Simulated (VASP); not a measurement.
# TePb (Fm-3m) in VASP: a series of runs, part 3 of 3

VASP 6.6.1. The steps go on from the part before.

### Step 4. Relaxation of cell and atoms, PBEsol

This run uses another cell than the first one, of 35.08 Å³/atom.

Input file INCAR:

```
SYSTEM = TePb
ALGO = Normal
EDIFF = 1E-6
EDIFFG = -0.005
ENCUT = 600
GGA = PS
IBRION = 2
ISIF = 3
ISMEAR = -1
LASPH = .True.
LCHARG = .False.
LREAL = .False.
LWAVE = .False.
NELM = 60
NSW = 100
PREC = Accurate
SIGMA = 0.05
```

Input file KPOINTS:

```
k-points
0
Gamma
  9 9 9
  0 0 0
```

Input file POSCAR:

```
TePb
1.0
    0.0000000000      3.2735180337      3.2735180337
    3.2735180337      0.0000000000      3.2735180337
    3.2735180337      3.2735180337      0.0000000000
Te Pb
1 1
Direct
    0.5000000000      0.5000000000      0.5000000000
    0.0000000000      0.0000000000      0.0000000000
```

Potentials or basis: VASP PAW PBE potentials, release 64 (Te, Pb_d).

Launch:

```console
$ cat potpaw_PBE.64/Te/POTCAR potpaw_PBE.64/Pb_d/POTCAR > POTCAR
$ mpirun -np 1 vasp_std > vasp.out
```

OUTCAR:

```text
SYSTEM = TePb
   EDIFF = 1E-6
   EDIFFG = -0.005
   ENCUT = 600
   GGA = PS
   IBRION = 2
   ISIF = 3
   ISMEAR = -1
   LASPH = .True.
   LREAL = .False.
   NELM = 60
   NSW = 100
   PREC = Accurate

 ion  position               nearest neighbor table
   1  0.500  0.500  0.500-   2 3.27   2 3.27   2 3.27   2 3.27   2 3.27   2 3.27
   2  0.000  0.000  0.000-   1 3.27   1 3.27   1 3.27   1 3.27   1 3.27   1 3.27

  LATTYP: Found a face centered cubic cell.
 ALAT       =     6.5470360674

  Lattice vectors:

 A1 = (   0.0000000000,   3.2735180337,   3.2735180337)
 A2 = (   3.2735180337,   0.0000000000,   3.2735180337)
 A3 = (   3.2735180337,   3.2735180337,   0.0000000000)

Analysis of symmetry for initial positions (statically):
=====================================================================
 Subroutine PRICEL returns:
 Original cell was already a primitive cell.

 Routine SETGRP: Setting up the symmetry group for a
 face centered cubic supercell.

 Subroutine GETGRP returns: Found 48 space group operations
 (whereof 48 operations were pure point group operations)
 out of a pool of 48 trial point group operations.

The static configuration has the point symmetry O_h .

Analysis of symmetry for dynamics (positions and initial velocities):
=====================================================================
 Subroutine PRICEL returns:
 Original cell was already a primitive cell.

 Routine SETGRP: Setting up the symmetry group for a
 face centered cubic supercell.

 Subroutine GETGRP returns: Found 48 space group operations
 (whereof 48 operations were pure point group operations)
 out of a pool of 48 trial point group operations.

The dynamic configuration has the point symmetry O_h .

 Subroutine INISYM returns: Found 48 space group operations
 (whereof 48 operations are pure point group operations),
 and found     1 'primitive' translations

----------------------------------------------------------------------------------------

                                     Primitive cell

  volume of cell :      70.1575

  direct lattice vectors                    reciprocal lattice vectors
     0.000000000  3.273518034  3.273518034    -0.152740872  0.152740872  0.152740872
     3.273518034  0.000000000  3.273518034     0.152740872 -0.152740872  0.152740872
     3.273518034  3.273518034  0.000000000     0.152740872  0.152740872 -0.152740872

  length of vectors
     4.629453600  4.629453600  4.629453600     0.264554951  0.264554951  0.264554951

  position of ions in fractional coordinates (direct lattice)
     0.500000000  0.500000000  0.500000000
     0.000000000  0.000000000  0.000000000

  ion indices of the primitive-cell ions
   primitive index   ion index
                 1           1
                 2           2

----------------------------------------------------------------------------------------

 KPOINTS: k-points

Automatic generation of k-mesh.
 Grid dimensions read from file:
 generate k-points for:    9    9    9

 Generating k-lattice:

  Cartesian coordinates                     Fractional coordinates (reciprocal lattice)
    -0.016971208  0.016971208  0.016971208     0.111111111  0.000000000  0.000000000
     0.016971208 -0.016971208  0.016971208     0.000000000  0.111111111  0.000000000
[... 53 lines left out ...]
   LNONCOLLINEAR =      F non collinear calculations
   LSORBIT =      F    spin-orbit coupling
   LASPH  =      T    aspherical Exc in radial PAW
   ENCUT  =  600.0 eV  44.10 Ry    6.64 a.u.   9.25  9.25  9.25*2*pi/ulx,y,z
   NELM   =     60;   NELMIN=  2; NELMDL= -5     # of ELM steps
   EDIFF  = 0.1E-05   stopping-criterion for ELM
   LREAL  =      F    real-space projection
   EDIFFG = -.5E-02   stopping-criterion for IOM
   NSW    =    100    number of steps for IOM
   IBRION =      2    ionic relax: 0-MD 1-quasi-New 2-CG
   NFREE  =      1    steps in history (QN), initial steepest desc. (CG)
   ISIF   =      3    stress and relaxation
   ISYM   =      2    0-nonsym 1-usesym 2-fastsym
   POTIM  = 0.5000    time-step for ionic-motion
   TEBEG  =    0.0;   TEEND  =   0.0 temperature during run
   PSTRESS=    0.0 pullay stress
   NELECT =      20.0000    total number of electrons
   NUPDOWN=      -1.0000    fix difference up-down
   EMIN   =  10.00;   EMAX   =-10.00  energy-range for DOS
   EFERMI =   0.00;   METHOD = LEGACY
   ISMEAR =    -1;   SIGMA  =   0.05  broadening in eV -4-tet -1-fermi 0-gaus
   EFERMI_NEDOS =   21; number of points for ismear=-14 and -15
   IALGO  =     38    algorithm
   IMIX   =      4    mixing-type and parameters
     AMIX     =   0.40;   BMIX     =  1.00
     AMIX_MAG =   1.60;   BMIX_MAG =  1.00
  volume/ion in A,a.u.               =      35.08       236.72
  Fermi-wavevector in a.u.,A,eV,Ry     =   1.077441  2.036068 15.794714  1.160879
  Thomas-Fermi vector in A             =   2.213353
   LORBIT       =      0    0 simple, 1 ext, 2 COOP (PROOUT), +10 PAW based schemes
   GGA     = PS    functional components
   LHFCALC =     F    Hartree Fock is set to
   AEXX    =    0.0000 exact exchange contribution
   IVDW    =     0    specifies the selected vdW correction
   LEPSILON=     F    determine dielectric tensor
   LRPA    =     F    only Hartree local field effects (RPA)
 conjugate gradient relaxation of ions
 non-spin polarized calculation
  energy-cutoff  :      600.00
  volume of cell :       70.16
 maximum number of plane-waves:      2357
 NGX is ok and might be reduce to    40
   NGX = 19   NGY = 19   NGZ = 19

--------------------------------------- Ionic step        1  -------------------------------------------

 number of electron      20.0000001 magnetization

 Free energy of the ion-electron system (eV)
  ---------------------------------------------------
  ext. energy  EPLUGINS =         0.00000000
  ---------------------------------------------------
  free energy    TOTEN  =        -8.23916591 eV

  energy without entropy =       -8.23916276  energy(sigma->0) =       -8.23916433

------------------------ aborting loop because EDIFF is reached ----------------------------------------

  FORCE on cell =-STRESS in cart. coord.  units (eV):
  Direction    XX          YY          ZZ          XY          YZ          ZX
  --------------------------------------------------------------------------------------
  -------------------------------------------------------------------------------------
  Total       -0.8513107     -0.8513107     -0.8513107      0.0000000      0.0000000     -0.0000000
  in kB      -19.4412628    -19.4412628    -19.4412628      0.0000000      0.0000000     -0.0000000
  external PRESSURE =     -19.4412628 kB  Pullay stress =       0.0000000 kB
[... 59 lines left out ...]
--------------------------------------- Ionic step        3  -------------------------------------------

 number of electron      19.9999998 magnetization

 Free energy of the ion-electron system (eV)
  ---------------------------------------------------
  ext. energy  EPLUGINS =         0.00000000
  ---------------------------------------------------
  free energy    TOTEN  =        -8.25992237 eV

  energy without entropy =       -8.25991691  energy(sigma->0) =       -8.25991964

 E-fermi :   5.9248     XC(G=0):  -9.5093

 val. band max:        5.4998969684   @ k =   0.4444   0.0000   0.0000
 cond. band min:       6.3389367942   @ k =   0.4444   0.0000   0.0000
 fundamental gap:      0.8390398258
 Fermi energy:         5.9247738487

 k-point     1 :       0.0000    0.0000    0.0000
  band No.  band energies     occupation
      1     -11.0696      2.00000
      2     -11.0696      2.00000
      3     -11.0580      2.00000
      4     -11.0580      2.00000
      5     -11.0580      2.00000
      6      -6.5341      2.00000
      7      -0.0197      2.00000
      8       4.2057      2.00000
      9       4.2057      2.00000
     10       4.2057      2.00000
     11       9.6401      0.00000
     12       9.6401      0.00000
     13       9.6401      0.00000
     14      11.3108      0.00000
[... 377 lines left out ...]
      1     -11.1340      2.00000
      2     -11.0683      2.00000
      3     -11.0580      2.00000
      4     -11.0312      2.00000
      5     -11.0312      2.00000
      6      -4.8875      2.00000
      7      -1.7523      2.00000
      8       1.1966      2.00000
      9       2.7551      2.00000
     10       2.7551      2.00000
     11       8.7854      0.00000
     12      10.9891      0.00000
     13      10.9891      0.00000
     14      11.9421      0.00000

 [... further k-points ...]

------------------------ aborting loop because EDIFF is reached ----------------------------------------

  FORCE on cell =-STRESS in cart. coord.  units (eV):
  Direction    XX          YY          ZZ          XY          YZ          ZX
  --------------------------------------------------------------------------------------
  -------------------------------------------------------------------------------------
  Total       -0.0032070     -0.0032070     -0.0032070      0.0000000      0.0000000      0.0000000
  in kB       -0.0768327     -0.0768327     -0.0768327      0.0000000      0.0000000      0.0000000
  external PRESSURE =      -0.0768327 kB  Pullay stress =       0.0000000 kB
[... 17 lines left out ...]
  FREE ENERGIE OF THE ION-ELECTRON SYSTEM (eV)
  ---------------------------------------------------
  free  energy   TOTEN  =        -8.2599223738 eV

  energy  without entropy=       -8.2599169077  energy(sigma->0) =       -8.25991964

 reached required accuracy - stopping structural energy minimisation
```

OSZICAR:

```text
N       E                     dE             d eps       ncg     rms          rms(c)
DAV:   1     0.156931035847E+03    0.15693E+03   -0.99587E+03   988   0.153E+03
DAV:   2     0.368884576879E+01   -0.15324E+03   -0.15014E+03  1016   0.351E+02
DAV:   3    -0.806265983053E+01   -0.11752E+02   -0.11497E+02  1322   0.101E+02
DAV:   4    -0.836643253634E+01   -0.30377E+00   -0.30361E+00  1170   0.191E+01
[... 22 lines left out ...]
DAV:   3    -0.825991166531E+01    0.55817E-02   -0.24212E-02  1220   0.264E+00    0.759E-02
DAV:   4    -0.825992714117E+01   -0.15476E-04   -0.39965E-04   980   0.220E-01    0.607E-02
DAV:   5    -0.825992380987E+01    0.33313E-05   -0.10157E-04  1154   0.106E-01    0.182E-02
DAV:   6    -0.825992145038E+01    0.23595E-05   -0.96649E-06  1256   0.546E-02    0.501E-03
DAV:   7    -0.825992237376E+01   -0.92337E-06   -0.45888E-07   496   0.884E-03
   3 F= -.82599224E+01 E0= -.82599196E+01  d E =-.207565E-01
```

CONTCAR:

```text
TePb
   1.00000000000000
     0.0000000000000000    3.2216316854801033    3.2216316854801033
     3.2216316854801033    0.0000000000000000    3.2216316854801033
     3.2216316854801033    3.2216316854801033    0.0000000000000000
  Te              Pb
     1     1
Direct
     0.5000000000000000    0.5000000000000000    0.5000000000000000
     0.0000000000000000    0.0000000000000000    0.0000000000000000

  0.00000000E+00  0.00000000E+00  0.00000000E+00
  0.00000000E+00  0.00000000E+00  0.00000000E+00
```

Wall time 56 s (1 thread of AMD EPYC 9R45 (Zen 5), shared host); peak memory 0.24 GiB.

Results:

| Item | Value |
| --- | --- |
| Free energy | -8.2599 eV |
| Relaxed volume | 33.44 Å³/atom |
| Relaxed cell | a = 4.556 Å, b = 4.556 Å, c = 4.556 Å, α = 60.00°, β = 60.00°, γ = 60.00° |
| Space group after relaxing (to 0.1 Å) | Fm-3m (No. 225) |
| Energy gained by relaxing | 10.4 meV/atom |
| Ionic steps | 3 |
| Pressure after relaxing | 0.0 GPa |

The path:
```
step  energy change (eV)  largest force (eV/Å)  pressure (GPa)  volume (Å³)
   1              0.0000                0.0000           -1.94        70.16
   2             -0.0188                0.0000            0.67        65.92
   3             -0.0208                0.0000           -0.01        66.87
```

Final structure:
```cif
data_structure
_symmetry_space_group_name_H-M 'P 1'
_symmetry_Int_Tables_number 1
_cell_length_a 4.5561
_cell_length_b 4.5561
_cell_length_c 4.5561
_cell_angle_alpha 60.000
_cell_angle_beta 60.000
_cell_angle_gamma 60.000
_cell_volume 66.87
loop_
_atom_site_label
_atom_site_type_symbol
_atom_site_fract_x
_atom_site_fract_y
_atom_site_fract_z
_atom_site_occupancy
Te1 Te 0.50000 0.50000 0.50000 1
Pb1 Pb 0.00000 0.00000 0.00000 1
```

Caveat: this odd mesh misses L, so gap, dielectric constants and Born charges aren't listed; the PAW data sets were made with another functional, which shifts forces and pressure a little; spin-orbit coupling is left out, which moves the levels of the heavy elements.

### Step 5. Relaxation of cell and atoms, PBEsol

This run uses another cell than the first one, of 35.08 Å³/atom.

Input file INCAR:

```
SYSTEM = TePb
  PREC = Accurate
  ENCUT = 600
  EDIFF = 1E-6
  ISMEAR = 0
  SIGMA = 0.025
  LREAL = .FALSE.
  LASPH = .TRUE.
  NELM = 100
  ALGO = Normal
  ISIF = 3
  LWAVE = .FALSE.
  LCHARG = .FALSE.
  GGA = PS
  IBRION = 2
  NSW = 100
  EDIFFG = -0.005
```

Input file KPOINTS:

```
regular mesh
0
G
  14 14 14
  0 0 0
```

POSCAR is that of step 4.

Launch:

```console
$ cat potpaw_PBE.64/Te/POTCAR potpaw_PBE.64/Pb_d/POTCAR > POTCAR
$ mpirun -np 1 vasp_std > vasp.out
```

It took 2.5 min on 1 thread of AMD EPYC 9R45 (Zen 5), shared host; peak memory 0.31 GiB.

It converged, with:

```yaml
Free_energy: -8.2595 eV
Relaxed_volume: 33.44 Å³/atom
Relaxed_cell: a = 4.556 Å, b = 4.556 Å, c = 4.556 Å, α = 60.00°, β = 60.00°, γ = 60.00°
Space_group_after_relaxing_to_0.1_Å: Fm-3m (No. 225)
Energy_gained_by_relaxing: 10.3 meV/atom
Ionic_steps: 3
Pressure_after_relaxing: 0.0 GPa
Band_gap_on_the_k_mesh: 0.65 eV
```

The path:
```csv
step,energy change (eV),largest force (eV/Å),pressure (GPa),volume (Å³)
1,0.0000,0.0000,-1.94,70.16
2,-0.0188,0.0000,0.67,65.93
3,-0.0207,0.0000,-0.01,66.88
```

Final structure:
```xyz
2
Lattice="0.0000 3.2217 3.2217 3.2217 0.0000 3.2217 3.2217 3.2217 0.0000" Properties=species:S:1:pos:R:3 pbc="T T T"
Te    3.2217    3.2217    3.2217
Pb    0.0000    0.0000    0.0000
```

Levels at points of the mesh, in eV from the valence-band top:
```csv
k point,band 7,band 8,band 9,band 10,band 11,band 12,band 13,band 14
"(0.00, 0.00, 0.00)",-5.59,-1.37,-1.37,-1.37,4.07,4.07,4.07,5.74
"(0.50, 0.00, 0.00)",-8.65,-0.90,-0.90,0.00,0.65,1.22,1.22,8.30
"(0.50, 0.50, 0.00)",-7.32,-4.59,-2.85,-2.85,3.17,5.49,5.49,6.73
```

Caveat: the PAW data sets were made with another functional, which shifts forces and pressure a little; spin-orbit coupling is left out, which moves the levels of the heavy elements.

### Step 6. Overview

| task | cell | k mesh | cutoff (eV) | smearing | gap on the mesh (eV) | pressure (GPa) | relaxed volume (Å³/atom) |
| --- | --- | --- | --- | --- | --- | --- | --- |
| single point | a = 4.557 Å, angles 60.0°, 2 atoms | 9 × 9 × 9 | 520 | fermi-dirac 0.05 eV | - | -0.1 | - |
| single point | a = 4.557 Å, angles 60.0°, 2 atoms | 14 × 14 × 14 | 520 | gaussian 0.025 eV | 0.65 | -0.1 | - |
| relaxation of cell and atoms | relaxed from a = 4.629 Å, angles 60.0°, 2 atoms | 9 × 9 × 9 | 600 | fermi-dirac 0.05 eV | - | 0.0 | 33.44 |
| relaxation of cell and atoms | relaxed from a = 4.629 Å, angles 60.0°, 2 atoms | 14 × 14 × 14 | 600 | gaussian 0.025 eV | 0.65 | 0.0 | 33.44 |

Alike in all rows: level PBEsol; potentials or basis VASP PAW PBE potentials, release 64 (Te, Pb_d); no spin polarisation.

Caveats: the PAW data sets were made with another functional, which shifts forces and pressure a little; spin-orbit coupling is left out, which moves the levels of the heavy elements.

Total energies depend on the potentials used, so only differences within one code and one set of settings carry meaning.

### Step 7. Against experiment

Step 3. Against the measured gap of TePb, 0.19 eV (direct; 4.2 K; a printed reference work, monograph), the calculated 0.65 eV is off by +0.46 eV. Spin-orbit coupling on Pb, Te is left out. The value is that of PBEsol on a finite k mesh, which can miss the band edges, without temperature or zero-point motion.
